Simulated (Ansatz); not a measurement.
# Co (P6_3/mmc) in Ansatz: a series of runs

The runs below take Co through single point, equation of state, with r2SCAN.

All numbers are computed with Ansatz 0.2.0; they aren't measurements. Logs are shortened: lines on timing, memory, paths and dates and some standing lists are left out, and cuts for length are marked.

### Step 1. The structure

It takes space group P6_3/mmc (No. 194, hexagonal). The conventional cell has a = 2.472 Å, b = 2.472 Å, c = 4.021 Å, α = 90.00°, β = 90.00°, γ = 120.00°. Around Co (site symmetry -6m2) lie 12 Co at 2.47 Å.

### Step 2. Single point, r2SCAN, collinear spin, ferromagnetic start, 10.00 Å³/atom (volume scaled by 0.94)

input.yaml

```yaml
crystal:
  lattice:
    - [2.4215367659, 0.0, 0.0]
    - [-1.210768383, 2.0971123555, 0.0]
    - [0.0, 0.0, 3.9390568819]
  atoms:
    - { symbol: Co, position: [0.6666666667, 0.3333333333, 0.75], spin: 2.0 }
    - { symbol: Co, position: [0.3333333333, 0.6666666667, 0.25], spin: 2.0 }
hamiltonian:
  xc: r2scan
  pseudopotentials: { kind: paw }
magnetization:
  spin_polarized: true
kpoints:
  mp_grid: { grid: [12, 12, 7] }
scf:
  occupations: { method: fermi_dirac, width: 0.05 }
output:
  forces: true
  stress: true
  eigenvalues: true
```

Potentials or basis: Ansatz PAW.

Started as:

```console
> ansatz run input.yaml --threads 2 --pin off --max-ram 5632MiB --backend cpu --events-out ev --progress --plain --runs-dir out
```

Standard output:

```text
Warning: RAYON_NUM_THREADS=2 ignored (pool sized by the plan → 2); use --threads N
Engine: ansatz 0.2.0, aarch64-unknown-linux-gnu
Pseudopotentials: kind: paw
Pseudopotential: Co, paw, valence charge 17, recommended cutoff 500 eV (meta_gga), Co.paw.azcp
Functional definition: r2SCAN
  parameter k0 = 0.174
  parameter k1 = 0.065
  parameter a1 = 4.9479
  exchange = r2scan_x(k0 = k0, k1 = k1, a1 = a1)
  correlation = r2scan_c
Crystal: 2 atoms, lattice volume = 20.003 Å³
Basis set: ecut = 500 eV, 537 PW (Γ), exchange–correlation on 72×72×120 points (64 copies of the dense FFT grid, shifted against one another)
Bands: 23, of which v1, the nominal top of the filled ones, is band 17 counted from 1 (16 counted from 0)
Symmetry: 24 space group operations
Space group: P63/mmc (ITA 194), of the structure as read, at distance tolerance 2.7e-5 Å
Magnetic group: BNS 194.263 (UNI 1493), of the structure as read, at distance tolerance 2.7e-5 Å
k-points: 76 of 1008
Non-local potential: Co, projectors of the file, l = 0: 3, l = 1: 2, l = 2: 3, l = 3: 1
PAW form: soft (Blöchl's): semilocal exchange-correlation on the pseudo side does not see the compensation charge
PAW frozen core: Co, regenerated for the run's functional (the file was generated under x = pbe(κ = 0.804, μ = 0.2195149727645171), c = pbe(β = 0.06672455060314922))
PAW one-centre angular grid: Co, 590 points (default); XC on 160 Gauss nodes
Initial density: superposition of atomic densities (chi_scale 0.1, normalization cell)
Starting moments: Σ|m| = 4 μB on 2 of 2 sites
Initial wavefunctions: pseudopotential atomic-orbital guess
Functional: x = r2scan, c = r2scan; τ floored in thin density (d = 2e-4 eV/Å³)
SCF iter   1: F=—  HF=-10261.848663 eV  |F-HF|=—  |Δ(HF+E_count)|=         —  Δρ=1.08e-1 (↑3.29e-2 ↓1.08e-1)  dr2=2.28e0  dr2_τ=1.80e-2  dr2_m=2.79e-1  M=3.693 μB ∫|m|=3.903 μB  β_m=1.00  ethr=3.10e-3  ⟨swp⟩=5.4  Hψ=13308  notcnv=0
Mixer restart at iter 1: flushing history
preconditioner: auto → none  [metal: Δε(μ)=0.057 eV  Ē_g=10.446 eV  σ=0.050 eV  W_gap=0.28  n_scr=2 (ndim 8)  ℏωp=35.2 eV  f_vac=0.000  D(μ)=1.16/eV (n_scr^D=10)  sad-step TF]
SCF iter   2: F=—  HF=-10261.428529 eV  |F-HF|=—  |Δ(HF+E_count)|=   4.20e-1  Δρ=2.89e-2 (↑9.85e-3 ↓2.89e-2)  dr2=1.71e-1  dr2_τ=2.00e-2  dr2_m=3.48e-2  M=3.639 μB ∫|m|=4.069 μB  β_m=1.00  ethr=3.10e-3  ⟨swp⟩=2.4  Hψ=6398  notcnv=0  defer=140  κ⁻¹=1.0e0(r=1)
SCF iter   3: F=—  HF=-10262.120939 eV  |F-HF|=—  |Δ(HF+E_count)|=         —  Δρ=8.84e-3 (↑8.11e-3 ↓8.84e-3)  dr2=1.42e-2  dr2_τ=8.92e-4  dr2_m=1.51e-4  M=3.591 μB ∫|m|=4.133 μB  β_m=1.00  ethr=5.04e-4  ⟨swp⟩=2.1  Hψ=4936  notcnv=0  defer=140
Mixer restart at iter 3: flushing history
SCF iter   4: F=—  HF=-10262.487160 eV  |F-HF|=—  |Δ(HF+E_count)|=   3.66e-1  Δρ=7.81e-3 (↑6.94e-3 ↓7.81e-3)  dr2=1.33e-2  dr2_τ=4.89e-4  dr2_m=7.88e-5  M=3.574 μB ∫|m|=4.128 μB  β_m=1.00  ethr=4.19e-5  ⟨swp⟩=2.7  Hψ=6672  notcnv=0  defer=134  κ⁻¹=1.0e0(r=1)
SCF iter   5: F=—  HF=-10262.638218 eV  |F-HF|=—  |Δ(HF+E_count)|=   1.51e-1  Δρ=7.14e-3 (↑5.47e-3 ↓7.14e-3)  dr2=1.11e-2  dr2_τ=3.74e-4  dr2_m=1.82e-4  M=3.563 μB ∫|m|=4.120 μB  β_m=1.00  ethr=3.90e-5  ⟨swp⟩=2.0  Hψ=5507  notcnv=0  defer=128  κ⁻¹=5.0e-2(r=2)
SCF iter   6: F=—  HF=-10262.931516 eV  |F-HF|=—  |Δ(HF+E_count)|=   2.93e-1  Δρ=4.32e-3 (↑2.21e-3 ↓4.32e-3)  dr2=4.33e-3  dr2_τ=2.62e-5  dr2_m=3.02e-4  M=3.506 μB ∫|m|=4.067 μB  β_m=1.00  ethr=3.27e-5  ⟨swp⟩=2.3  Hψ=6992  notcnv=0  defer=123  κ⁻¹=6.3e-3(r=3)
SCF iter   7: F=—  HF=-10262.998955 eV  |F-HF|=—  |Δ(HF+E_count)|=   6.74e-2  Δρ=1.14e-3 (↑1.14e-3 ↓3.67e-4)  dr2=6.93e-5  dr2_τ=4.46e-6  dr2_m=9.90e-5  M=3.451 μB ∫|m|=4.021 μB  β_m=1.00  ethr=1.27e-5  ⟨swp⟩=2.0  Hψ=7265  notcnv=0  defer=120  κ⁻¹=2.8e-3(r=4)
SCF iter   8: F=—  HF=-10263.001035 eV  |F-HF|=—  |Δ(HF+E_count)|=   2.08e-3  Δρ=7.98e-4 (↑3.44e-4 ↓7.98e-4)  dr2=1.29e-4  dr2_τ=7.16e-7  dr2_m=2.52e-5  M=3.446 μB ∫|m|=4.020 μB  β_m=1.00  ethr=2.04e-7  ⟨swp⟩=2.0  Hψ=6346  notcnv=0  defer=112  κ⁻¹=7.4e-4(r=5)
SCF iter   9: F=—  HF=-10263.004247 eV  |F-HF|=—  |Δ(HF+E_count)|=   3.21e-3  Δρ=2.64e-4 (↑2.64e-4 ↓8.42e-5)  dr2=8.71e-6  dr2_τ=1.37e-7  dr2_m=2.11e-6  M=3.429 μB ∫|m|=4.008 μB  β_m=1.00  ethr=2.04e-7  ⟨swp⟩=2.5  Hψ=6677  notcnv=0  defer=112  κ⁻¹=6.5e-5(r=6)
SCF iter  10: F=—  HF=-10263.004204 eV  |F-HF|=—  |Δ(HF+E_count)|=   4.27e-5  Δρ=1.65e-4 (↑1.65e-4 ↓1.53e-4)  dr2=4.69e-7  dr2_τ=4.13e-8  dr2_m=4.29e-6  M=3.430 μB ∫|m|=4.008 μB  β_m=1.00  ethr=2.56e-8  ⟨swp⟩=2.2  Hψ=5880  notcnv=0  defer=112  κ⁻¹=9.0e-6(r=7)
SCF iter  11: F=—  HF=-10263.004385 eV  |F-HF|=—  |Δ(HF+E_count)|=   1.81e-4  Δρ=1.04e-4 (↑7.26e-5 ↓1.04e-4)  dr2=3.10e-7  dr2_τ=1.04e-8  dr2_m=1.25e-6  M=3.426 μB ∫|m|=4.004 μB  β_m=1.00  ethr=1.38e-9  ⟨swp⟩=3.1  Hψ=7382  notcnv=0  defer=112  κ⁻¹=2.1e-6(r=8)
SCF iter  12: F=—  HF=-10263.004408 eV  |F-HF|=—  |Δ(HF+E_count)|=   2.31e-5  Δρ=3.18e-5 (↑2.84e-5 ↓3.18e-5)  dr2=8.69e-8  dr2_τ=5.68e-9  dr2_m=4.15e-8  M=3.424 μB ∫|m|=4.002 μB  β_m=1.00  ethr=9.11e-10  ⟨swp⟩=2.5  Hψ=6727  notcnv=0  defer=112  κ⁻¹=2.3e-6(r=8)
SCF iter  13: F=—  HF=-10263.004409 eV  |F-HF|=—  |Δ(HF+E_count)|=   9.15e-7  Δρ=3.30e-5 (↑1.94e-5 ↓3.30e-5)  dr2=2.55e-7  dr2_τ=1.43e-9  dr2_m=1.08e-8  M=3.424 μB ∫|m|=4.001 μB  β_m=1.00  ethr=2.56e-10  ⟨swp⟩=2.5  Hψ=6473  notcnv=0  defer=112  κ⁻¹=1.2e-6(r=8)
SCF iter  14: F=—  HF=-10263.004410 eV  |F-HF|=—  |Δ(HF+E_count)|=   7.62e-7  Δρ=8.13e-6 (↑6.23e-6 ↓8.13e-6)  dr2=2.53e-9  dr2_τ=4.46e-10  dr2_m=5.33e-9  M=3.424 μB ∫|m|=4.001 μB  β_m=1.00  ethr=2.56e-10  ⟨swp⟩=2.0  Hψ=6107  notcnv=0  defer=112  κ⁻¹=6.8e-7(r=8)
SCF iter  15: F=-10263.004410 eV  HF=-10263.004410 eV  |F-HF|=4.78e-8  |Δ(HF+E_count)|=   3.82e-8  Δρ=1.24e-5 (↑3.54e-6 ↓1.24e-5)  dr2=1.65e-8  dr2_τ=2.90e-10  dr2_m=8.47e-9  M=3.423 μB ∫|m|=4.001 μB  ethr=7.44e-12  ⟨swp⟩=4.2  Hψ=12468  notcnv=0
SCF 1 converged in 15 iterations: F = -10263.004410 eV  dr2 = 1.65e-8
this state was not tested for a lower state beside it, because the mixer in use, unlike msr1, does not test its closes by its own steps (another_mixer; see scf.mixing.algorithm and scf.lower_state_search)
SCF converged after 15 iterations
Magnetization: 3.4234 μB (18.7117 up, 15.2883 down)
Absolute magnetization: 4.0056 μB (∫|ρ↑−ρ↓|, with the PAW one-centre terms)
Spin contamination: 0.1192 ħ² per cell (⟨S²⟩ above its minimum at these occupations)
Per-site moments (μB) at R_I (Å): [(1.8403765008154789, 0.9963096809807415), (1.8403765008154787, 0.9963096809807415)]
Free energy (F): -10263.004410 eV
Harris-Foulkes:  -10263.004410 eV  (|F-HF|=4.78e-8)
Internal energy: -10262.991926 eV  (E = F + TS)
E sigma→0 (E₀):  -10262.998168 eV
Entropy (-TS):   -0.012484 eV (-6.242 meV/atom)
Fermi energy:    20.629072 eV
--- Per-component energies (eV) ---
  E_band       = -477.682300
  E_kinetic    = 913.406400
  E_local      = -5434.404809  (includes V_loc(G=0)·N_el)
  E_nonlocal   = 912.288329
  E_hartree    = 2290.219942
  E_xc         = -317.178103
  E_vxc        = -462.759211  (∫ρ·V_xc dr)
  E_paw        = -3048.302818  (= ΣΔE_a)
  E_vpaw       = -1016.279969  (= ΣTr[D̂ρ^β])
  E_aug_tail   = 0.000065  (compensation charges beyond the density's cutoff)
  E_vtau       = 29.639696  (kinetic-family band-sum trace: ∫τ·v_τ [+ j·A + Jᵃ·Aᵃ] dr)
  E_ewald      = -5578.430520
  E_core_change = -0.590412  (= ΣΔE_core)
  E_smearing   = -0.012484  (= −TS)
  E_closure    = -0.000000  (closes the sum)
  Σ components = -10263.004410   (vs F -10263.004410, Δ=0.00e0)
--- Forces (eV/Å), atoms counted from 1 ---
  atom   1  Co    -0.00000000    -0.00000000     0.00000000
  atom   2  Co     0.00000000     0.00000000     0.00000000
  max |Σ_I F_I| component: 4.63e-18 eV/Å
--- Stress (GPa, compression-positive) ---
       16.656387       0.000000       0.000000
        0.000000      16.656387       0.000000
        0.000000       0.000000      15.319401
  P = ⅓ Tr σ = 16.2107 GPa (162.107 kbar)
--- Band table (eV; the first three rows and the last of 152) ---
  k-point 0 ↑: bands = ["-79.7504", "-79.6744", "-41.7468", "-41.3637", "-41.3637", "-41.3175", "-41.3033", "-41.3033", "10.6820", "14.4248", "17.1092", "17.1635", "17.1635", "17.5097", "17.5097", "17.9073", "17.9073", "19.1372", "19.1372", "20.2145", "27.4548", "43.8221", "47.1558"]
  k-point 1 ↑: bands = ["-79.7466", "-79.6782", "-41.7259", "-41.3607", "-41.3607", "-41.3391", "-41.3063", "-41.3063", "10.9067", "14.4039", "17.0522", "17.1068", "17.1068", "17.4488", "17.4488", "18.0450", "18.0450", "19.1241", "19.1241", "19.3678", "28.7041", "43.6948", "45.7802"]
  k-point 2 ↑: bands = ["-79.7361", "-79.6888", "-41.6671", "-41.3995", "-41.3523", "-41.3523", "-41.3147", "-41.3147", "11.5565", "14.2265", "16.9130", "17.0387", "17.0387", "17.3034", "17.3034", "17.9047", "18.3389", "18.3389", "19.0592", "19.0592", "31.4698", "41.9731", "44.2457"]
  k-point 75 ↓: bands = ["-76.6915", "-76.6915", "-38.7437", "-38.7437", "-38.6611", "-38.6280", "-38.4466", "-38.4466", "17.4038", "17.4460", "17.6054", "17.6054", "18.4675", "18.4675", "20.3742", "20.7046", "22.0208", "22.0208", "27.4897", "27.4897", "28.6932", "30.0234", "32.2772"]
```

It took 9.5 s on 2 threads of Arm Neoverse V1, shared host; peak memory 0.39 GiB.

What came out:

```
Free energy            : -10263.0044 eV
Pressure               : 16.2 GPa
Band gap on the k mesh : none (metal or under the smearing width)
Net moment             : 3.42 μB per cell
Absolute moment        : 4.01 μB per cell
Site moments           : Co +1.84 μB
```

Caveat: the magnetic or orbital state may not be the lowest; the PAW data sets come from PBE, with cores solved anew for the run's functional, which leaves a small shift of forces and pressure.

### Step 3. Single point, r2SCAN, collinear spin, ferromagnetic start, 10.21 Å³/atom (volume scaled by 0.96)

input.yaml: that of step 2 with these lines changed.

```diff
@@ -2,5 +2,5 @@
   lattice:
-    - [2.4215367659, 0.0, 0.0]
-    - [-1.210768383, 2.0971123555, 0.0]
-    - [0.0, 0.0, 3.9390568819]
+    - [2.4385904036, 0.0, 0.0]
+    - [-1.2192952018, 2.1118812389, 0.0]
+    - [0.0, 0.0, 3.9667976331]
   atoms:
@@ -21 +21,5 @@
   eigenvalues: true
+  write_density: true
+  write_potential: true
+  elf: true
+  volumetric_format: npy
```

Potentials or basis: Ansatz PAW.

Started as:

```console
> ansatz run input.yaml --threads 2 --pin off --max-ram 5632MiB --backend cpu --events-out ev --progress --plain --runs-dir out
```

Wall time 11 s (2 threads of Arm Neoverse V1, shared host); peak memory 0.4 GiB.

The run converged. Its results:

```
Free energy            : -10263.0395 eV
Pressure               : 10.3 GPa
Band gap on the k mesh : none (metal or under the smearing width)
Net moment             : 3.47 μB per cell
Absolute moment        : 4.06 μB per cell
Site moments           : Co +1.87 μB
```

Caveat: the magnetic or orbital state may not be the lowest; the PAW data sets come from PBE, with cores solved anew for the run's functional, which leaves a small shift of forces and pressure.

### Step 4. Single point, r2SCAN, collinear spin, ferromagnetic start, 10.43 Å³/atom (volume scaled by 0.98)

input.yaml: that of step 3 with these lines changed.

```diff
@@ -2,5 +2,5 @@
   lattice:
-    - [2.4385904036, 0.0, 0.0]
-    - [-1.2192952018, 2.1118812389, 0.0]
-    - [0.0, 0.0, 3.9667976331]
+    - [2.4554087999, 0.0, 0.0]
+    - [-1.2277044, 2.1264463974, 0.0]
+    - [0.0, 0.0, 3.9941557227]
   atoms:
@@ -21,5 +21 @@
   eigenvalues: true
-  write_density: true
-  write_potential: true
-  elf: true
-  volumetric_format: npy
```

Started as:

```console
> ansatz run input.yaml --threads 2 --pin off --max-ram 5632MiB --backend cpu --events-out ev --progress --plain --runs-dir out
```

It took 10 s on 2 threads of Arm Neoverse V1, shared host; peak memory 0.39 GiB.

It converged, with:

```yaml
Free_energy: -10263.0597 eV
Pressure: 5.1 GPa
Band_gap_on_the_k_mesh: none (metal or under the smearing width)
Net_moment: 3.52 μB per cell
Absolute_moment: 4.12 μB per cell
Site_moments: Co +1.89 μB
```

Caveat: the magnetic or orbital state may not be the lowest; the PAW data sets come from PBE, with cores solved anew for the run's functional, which leaves a small shift of forces and pressure.

### Step 5. Single point, r2SCAN, collinear spin, ferromagnetic start, 10.64 Å³/atom

input.yaml: that of step 4 with these lines changed.

```diff
@@ -2,5 +2,5 @@
   lattice:
-    - [2.4554087999, 0.0, 0.0]
-    - [-1.2277044, 2.1264463974, 0.0]
-    - [0.0, 0.0, 3.9941557227]
+    - [2.4719999032, 0.0, 0.0]
+    - [-1.2359999516, 2.1408147143, 0.0]
+    - [0.0, 0.0, 4.02114408]
   atoms:
```

Started as:

```console
> ansatz run input.yaml --threads 2 --pin off --max-ram 5632MiB --backend cpu --events-out ev --progress --plain --runs-dir out
```

Wall time 10 s (2 threads of Arm Neoverse V1, shared host); peak memory 0.41 GiB.

The run converged. Its results:

- Free energy: -10263.0668 eV
- Pressure: 0.3 GPa
- Band gap on the k mesh: none (metal or under the smearing width)
- Net moment: 3.56 μB per cell
- Absolute moment: 4.17 μB per cell
- Site moments: Co +1.91 μB

Caveat: the magnetic or orbital state may not be the lowest; the PAW data sets come from PBE, with cores solved anew for the run's functional, which leaves a small shift of forces and pressure.

### Step 6. Single point, r2SCAN, collinear spin, ferromagnetic start, 10.85 Å³/atom (volume scaled by 1.02)

input.yaml: that of step 5 with these lines changed.

```diff
@@ -2,5 +2,5 @@
   lattice:
-    - [2.4719999032, 0.0, 0.0]
-    - [-1.2359999516, 2.1408147143, 0.0]
-    - [0.0, 0.0, 4.02114408]
+    - [2.4883712406, 0.0, 0.0]
+    - [-1.2441856203, 2.1549927084, 0.0]
+    - [0.0, 0.0, 4.0477749493]
   atoms:
```

Potentials or basis: Ansatz PAW.

Started as:

```console
> ansatz run input.yaml --threads 2 --pin off --max-ram 5632MiB --backend cpu --events-out ev --progress --plain --runs-dir out
```

It took 10 s on 2 threads of Arm Neoverse V1, shared host; peak memory 0.41 GiB.

Results (log left out):

```
Free energy            : -10263.0614 eV
Pressure               : -4.2 GPa
Band gap on the k mesh : none (metal or under the smearing width)
Net moment             : 3.58 μB per cell
Absolute moment        : 4.20 μB per cell
Site moments           : Co +1.93 μB
```

Caveat: the magnetic or orbital state may not be the lowest; the PAW data sets come from PBE, with cores solved anew for the run's functional, which leaves a small shift of forces and pressure.

### Step 7. Single point, r2SCAN, collinear spin, ferromagnetic start, 11.07 Å³/atom (volume scaled by 1.04)

input.yaml: that of step 6 with these lines changed.

```diff
@@ -2,5 +2,5 @@
   lattice:
-    - [2.4883712406, 0.0, 0.0]
-    - [-1.2441856203, 2.1549927084, 0.0]
-    - [0.0, 0.0, 4.0477749493]
+    - [2.5045299482, 0.0, 0.0]
+    - [-1.2522649741, 2.1689865596, 0.0]
+    - [0.0, 0.0, 4.0740599388]
   atoms:
```

Started as:

```console
> ansatz run input.yaml --threads 2 --pin off --max-ram 5632MiB --backend cpu --events-out ev --progress --plain --runs-dir out
```

Run time: 9.8 s. Hardware: 2 threads of Arm Neoverse V1, shared host; peak memory 0.41 GiB.

The run converged. Its results:

```yaml
Free_energy: -10263.0447 eV
Pressure: -8.3 GPa
Band_gap_on_the_k_mesh: none (metal or under the smearing width)
Net_moment: 3.59 μB per cell
Absolute_moment: 4.23 μB per cell
Site_moments: Co +1.93 μB
```

Caveat: the magnetic or orbital state may not be the lowest; the PAW data sets come from PBE, with cores solved anew for the run's functional, which leaves a small shift of forces and pressure.

### Step 8. Single point, r2SCAN, collinear spin, ferromagnetic start, 11.28 Å³/atom (volume scaled by 1.06)

input.yaml: that of step 7 with these lines changed.

```diff
@@ -2,5 +2,5 @@
   lattice:
-    - [2.5045299482, 0.0, 0.0]
-    - [-1.2522649741, 2.1689865596, 0.0]
-    - [0.0, 0.0, 4.0740599388]
+    - [2.5204827983, 0.0, 0.0]
+    - [-1.2602413992, 2.1828021331, 0.0]
+    - [0.0, 0.0, 4.1000100648]
   atoms:
@@ -21 +21,5 @@
   eigenvalues: true
+  write_density: true
+  write_potential: true
+  elf: true
+  volumetric_format: npy
```

Started as:

```console
> ansatz run input.yaml --threads 2 --pin off --max-ram 5632MiB --backend cpu --events-out ev --progress --plain --runs-dir out
```

Run time: 11 s. Hardware: 2 threads of Arm Neoverse V1, shared host; peak memory 0.41 GiB.

The run converged. Its results:

```
Free energy            : -10263.0177 eV
Pressure               : -12.0 GPa
Band gap on the k mesh : none (metal or under the smearing width)
Net moment             : 3.59 μB per cell
Absolute moment        : 4.25 μB per cell
Site moments           : Co +1.94 μB
```

Caveat: the magnetic or orbital state may not be the lowest; the PAW data sets come from PBE, with cores solved anew for the run's functional, which leaves a small shift of forces and pressure.

### Step 9. Equation of state, r2SCAN, collinear spin, ferromagnetic start

Potentials or basis: Ansatz PAW.

This step only gathers the single runs of the series.

Results:

```
Equilibrium volume                        : 10.65 Å³/atom
Bulk modulus at fixed shape and positions : 231 GPa
Pressure derivative of the bulk modulus   : 3.2
```

Energy against volume, from the lowest point:
```csv
volume (Å³/atom),energy (meV/atom)
10.002,31.18
10.215,13.66
10.427,3.53
10.640,0.00
10.853,2.67
11.066,11.04
11.279,24.56
```

Caveat: the magnetic or orbital state may not be the lowest; the cell was scaled at fixed shape and fractional positions, which overstates the stiffness of a crystal with free parameters, most of all of layers and chains; the PAW data sets were made with another functional, which shifts forces and pressure a little.
